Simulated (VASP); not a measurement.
# Ge (Fd-3m) in VASP: further runs

One crystal, Ge, is run at these levels: r2SCAN; tasks: single point.

Everything below comes from runs of VASP 6.6.1. Logs are shortened: lines on timing, memory, paths and dates and some standing lists are left out, and cuts for length are marked.

### Step 1. The undisturbed crystal

The structure is cubic, space group Fd-3m (No. 227). Conventional cell: a = 5.658 Å, b = 5.658 Å, c = 5.658 Å, α = 90.00°, β = 90.00°, γ = 90.00°. Around Ge (site symmetry -43m) lie 4 Ge at 2.45 Å.

### Step 2. Single point, r2SCAN (a relaxed cell with its volume scaled by 1.06)

File INCAR:

```
SYSTEM = Ge
ALGO     = Normal         ! electronic algorithm
EDIFF    = 1E-7           ! SCF threshold, eV
ENCUT    = 520            ! plane-wave cutoff, eV
ISIF     = 2              ! what is computed and relaxed
ISMEAR   = 0              ! smearing method
LASPH    = .True.         ! aspherical terms in the spheres
LCHARG   = .False.        ! write CHGCAR
LMIXTAU  = .True.       
LREAL    = .False.        ! projectors in reciprocal space
LWAVE    = .False.        ! write WAVECAR
METAGGA  = R2SCAN         ! meta-GGA
NBANDS   = 21             ! bands
NELM     = 60             ! most SCF steps
PREC     = Accurate       ! precision mode
SIGMA    = 0.02           ! smearing width, eV
```

File KPOINTS:

```
k-points
0
Gamma
  10 10 10
  0 0 0
```

File POSCAR:

```
Ge                                      
1.0
    0.0000000000      2.8935678670      2.8935678670
    2.8935678670      0.0000000000      2.8935678670
    2.8935678670      2.8935678670     -0.0000000000
  Ge            
     2
Direct
     0.0000000000000000    0.0000000000000000    0.0000000000000000
     0.2500000000000000    0.2500000000000000    0.2500000000000000
```

Potentials or basis: VASP PAW PBE potentials, release 64 (Ge_d).

Launch:

```sh
$ cat potpaw_PBE.64/Ge_d/POTCAR > POTCAR
$ mpirun -np 1 vasp_std > vasp.out
```

OUTCAR:

```text
SYSTEM = Ge
   EDIFF = 1E-7
   ENCUT = 520
   ISIF = 2
   ISMEAR = 0
   LASPH = .True.
   LREAL = .False.
   METAGGA = R2SCAN
   NELM = 60
   PREC = Accurate

 ion  position               nearest neighbor table
   1  0.000  0.000  0.000-   2 2.51   2 2.51   2 2.51   2 2.51
   2  0.250  0.250  0.250-   1 2.51   1 2.51   1 2.51   1 2.51

  LATTYP: Found a face centered cubic cell.
 ALAT       =     5.7871357340

  Lattice vectors:

 A1 = (   0.0000000000,   2.8935678670,   2.8935678670)
 A2 = (   2.8935678670,   0.0000000000,   2.8935678670)
 A3 = (   2.8935678670,   2.8935678670,   0.0000000000)

Analysis of symmetry for initial positions (statically):
=====================================================================
 Subroutine PRICEL returns:
 Original cell was already a primitive cell.

 Routine SETGRP: Setting up the symmetry group for a
 face centered cubic supercell.

 Subroutine GETGRP returns: Found 48 space group operations
 (whereof 24 operations were pure point group operations)
 out of a pool of 48 trial point group operations.

The static configuration has the point symmetry T_d .
 The point group associated with its full space group is O_h .

Analysis of symmetry for dynamics (positions and initial velocities):
=====================================================================
 Subroutine PRICEL returns:
 Original cell was already a primitive cell.

 Routine SETGRP: Setting up the symmetry group for a
 face centered cubic supercell.

 Subroutine GETGRP returns: Found 48 space group operations
 (whereof 24 operations were pure point group operations)
 out of a pool of 48 trial point group operations.

The dynamic configuration has the point symmetry T_d .
 The point group associated with its full space group is O_h .

 Subroutine INISYM returns: Found 48 space group operations
 (whereof 24 operations are pure point group operations),
 and found     1 'primitive' translations

----------------------------------------------------------------------------------------

                                     Primitive cell

  volume of cell :      48.4542

  direct lattice vectors                    reciprocal lattice vectors
     0.000000000  2.893567867  2.893567867    -0.172797053  0.172797053  0.172797053
     2.893567867  0.000000000  2.893567867     0.172797053 -0.172797053  0.172797053
     2.893567867  2.893567867  0.000000000     0.172797053  0.172797053 -0.172797053

  length of vectors
[... 81 lines left out ...]
   NELM   =     60;   NELMIN=  2; NELMDL= -5     # of ELM steps
   EDIFF  = 0.1E-06   stopping-criterion for ELM
   LREAL  =      F    real-space projection
   EDIFFG = 0.1E-05   stopping-criterion for IOM
   NSW    =      0    number of steps for IOM
   IBRION =     -1    ionic relax: 0-MD 1-quasi-New 2-CG
   NFREE  =      0    steps in history (QN), initial steepest desc. (CG)
   ISIF   =      2    stress and relaxation
   ISYM   =      2    0-nonsym 1-usesym 2-fastsym
   POTIM  = 0.5000    time-step for ionic-motion
   TEBEG  =    0.0;   TEEND  =   0.0 temperature during run
   PSTRESS=    0.0 pullay stress
   NELECT =      28.0000    total number of electrons
   NUPDOWN=      -1.0000    fix difference up-down
   EMIN   =  10.00;   EMAX   =-10.00  energy-range for DOS
   EFERMI =   0.00;   METHOD = LEGACY
   ISMEAR =     0;   SIGMA  =   0.02  broadening in eV -4-tet -1-fermi 0-gaus
   EFERMI_NEDOS =   21; number of points for ismear=-14 and -15
   IALGO  =     38    algorithm
   IMIX   =      4    mixing-type and parameters
     AMIX     =   0.40;   BMIX     =  1.00
     AMIX_MAG =   1.60;   BMIX_MAG =  1.00
  volume/ion in A,a.u.               =      24.23       163.49
  Fermi-wavevector in a.u.,A,eV,Ry     =   1.363590  2.576812 25.298373  1.859378
  Thomas-Fermi vector in A             =   2.489980
   LORBIT       =      0    0 simple, 1 ext, 2 COOP (PROOUT), +10 PAW based schemes
   METAGGA = R2SCAN    functional components
   LHFCALC =     F    Hartree Fock is set to
   AEXX    =    0.0000 exact exchange contribution
   IVDW    =     0    specifies the selected vdW correction
   LEPSILON=     F    determine dielectric tensor
   LRPA    =     F    only Hartree local field effects (RPA)
 non-spin polarized calculation
 Gauss-broadening in eV      SIGMA  =   0.02
  energy-cutoff  :      520.00
  volume of cell :       48.45
 maximum number of plane-waves:      1326
   NGX = 15   NGY = 15   NGZ = 15

 number of electron      27.9999971 magnetization

 Free energy of the ion-electron system (eV)
  ---------------------------------------------------
  ext. energy  EPLUGINS =         0.00000000
  ---------------------------------------------------
  free energy    TOTEN  =       -27.71129316 eV

  energy without entropy =      -27.71126231  energy(sigma->0) =      -27.71127773

 E-fermi :   4.1640     XC(G=0): -10.4697

 val. band max:        4.1579821015   @ k =   0.0000   0.0000   0.0000
 cond. band min:       4.3840070969   @ k =   0.5000   0.0000   0.0000
 fundamental gap:      0.2260249954
 Fermi energy:         4.1640406032

 k-point     1 :       0.0000    0.0000    0.0000
  band No.  band energies     occupation
      1     -21.2508      2.00000
      2     -21.2508      2.00000
      3     -21.2508      2.00000
      4     -21.2165      2.00000
      5     -21.2165      2.00000
      6     -21.0338      2.00000
[... 565 lines left out ...]
     20      16.0180      0.00000
     21      16.2106      0.00000

 [... further k-points ...]

------------------------ aborting loop because EDIFF is reached ----------------------------------------

  FORCE on cell =-STRESS in cart. coord.  units (eV):
  Direction    XX          YY          ZZ          XY          YZ          ZX
  --------------------------------------------------------------------------------------
  -------------------------------------------------------------------------------------
  Total       -1.0780712     -1.0780712     -1.0780712      0.0000000      0.0000000      0.0000000
  in kB      -35.6473308    -35.6473308    -35.6473308      0.0000000      0.0000000      0.0000000
  external PRESSURE =     -35.6473308 kB  Pullay stress =       0.0000000 kB

 VOLUME and BASIS-vectors are now :
 -----------------------------------------------------------------------------
  energy-cutoff  :      520.00
  volume of cell :       48.45
      direct lattice vectors                 reciprocal lattice vectors
     0.000000000  2.893567867  2.893567867    -0.172797053  0.172797053  0.172797053
     2.893567867  0.000000000  2.893567867     0.172797053 -0.172797053  0.172797053
     2.893567867  2.893567867  0.000000000     0.172797053  0.172797053 -0.172797053

 POSITION                                       TOTAL-FORCE (eV/Angst)
 -----------------------------------------------------------------------------------
      0.00000      0.00000      0.00000        -0.000000      0.000000      0.000000
      1.44678      1.44678      1.44678         0.000000     -0.000000     -0.000000
 -----------------------------------------------------------------------------------
    total drift:                                0.000000      0.000000      0.000000

  FREE ENERGIE OF THE ION-ELECTRON SYSTEM (eV)
  ---------------------------------------------------
  free  energy   TOTEN  =       -27.7112931585 eV

  energy  without entropy=      -27.7112623062  energy(sigma->0) =      -27.71127773
```

OSZICAR:

```text
N       E                     dE             d eps       ncg     rms          rms(c)
DAV:   1     0.171021049221E+03    0.17102E+03   -0.14919E+04  2204   0.365E+03
DAV:   2    -0.170054472190E+01   -0.17272E+03   -0.16746E+03  1984   0.623E+02
[... 13 lines left out ...]
DAV:  16    -0.277112859936E+02    0.12617E-05   -0.82411E-06  2084   0.327E-02    0.110E-02
DAV:  17    -0.277112957396E+02   -0.97460E-05   -0.25530E-06  2014   0.145E-02    0.552E-03
DAV:  18    -0.277112942541E+02    0.14855E-05   -0.10809E-06  1638   0.767E-03    0.294E-03
DAV:  19    -0.277112941386E+02    0.11553E-06   -0.88341E-08  1943   0.296E-03    0.181E-03
DAV:  20    -0.277112926833E+02    0.14553E-05   -0.10499E-07  1618   0.277E-03    0.772E-04
DAV:  21    -0.277112932275E+02   -0.54423E-06   -0.17034E-08  1232   0.136E-03    0.272E-04
DAV:  22    -0.277112931585E+02    0.69062E-07   -0.75874E-09  1122   0.679E-04
   1 F= -.27711293E+02 E0= -.27711278E+02  d E =-.308523E-04
```

stdout:

```text
POSCAR found type information on POSCAR Ge
 POSCAR found :  1 types and       2 ions
 scaLAPACK will be used
 -----------------------------------------------------------------------------
|                                                                             |
|                                                                             |
|     You enforced a specific xc type in the INCAR file but a different       |
|     I HOPE YOU KNOW WHAT YOU ARE DOING!                                     |
|                                                                             |
 -----------------------------------------------------------------------------

 LDA part: xc-table for (None), standard interpolation
 POSCAR, INCAR and KPOINTS ok, starting setup
 FFT: planning ... GRIDC
 FFT: planning ... GRID_SOFT
 FFT: planning ... GRID
 WAVECAR not read
 entering main loop
```

It took 2.1 min on 1 thread of Intel Xeon 6975P-C (Granite Rapids), shared host; peak memory 0.18 GiB.

Results:

* Free energy: -27.7113 eV
* Pressure: -3.6 GPa
* Band gap on the k mesh: none (metal or under the smearing width)

Caveat: the PAW data sets were made with another functional, which shifts forces and pressure a little.

(Part 1 of 2 ends here.)
